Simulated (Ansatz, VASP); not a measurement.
TaN in VASP and in Ansatz

```
CELL_PARAMETERS angstrom
2.97863 0.00000 0.00000
-1.48932 2.57957 0.00000
0.00000 0.00000 2.92821
ATOMIC_POSITIONS crystal
Ta 0.00000 0.00000 0.50000
N 0.66667 0.33333 0.00000
```

Change from the starting cell: functional lda, volume scaled by 1.04, PAW files.

Alike in both runs: task electric field gradients; functional LDA; k mesh 13 × 13 × 11; occupations fermi-dirac, width 0.05 eV; no spin polarisation.

|  | VASP | Ansatz |
| --- | --- | --- |
| version | VASP 6.6.1 | Ansatz 0.2.0 |
| potentials or method | VASP PAW LDA potentials, release 64 (Ta_pv, N) | PAW with Ansatz's default frozen-core files, scalar-relativistic |
| plane-wave cutoff (eV) | 520 | 420 |
| valence electrons in the cell | 16 | 18 |

VASP gave:

- pressure (GPa): -23.0
- largest component of the traceless stress (GPa): 2.61
- Vzz of the field gradient on the site that differs most (V/Å²): 24.7

**Question.** Estimate Ansatz's values.

**Answer.** Pressure (GPa): -24.5; largest component of the traceless stress (GPa): 2.71; Vzz of the field gradient on the site that differs most (V/Å²): 57.6.

The two sets of potentials don't hold the same shells in valence. Ansatz warned: «gradients_without_spin_orbit».

Caveats: so large a pressure means that the cell lies far from this level's equilibrium, or that cutoff or potentials fall short (VASP). The runs have no spin-orbit coupling, so splittings on Ta are missing.
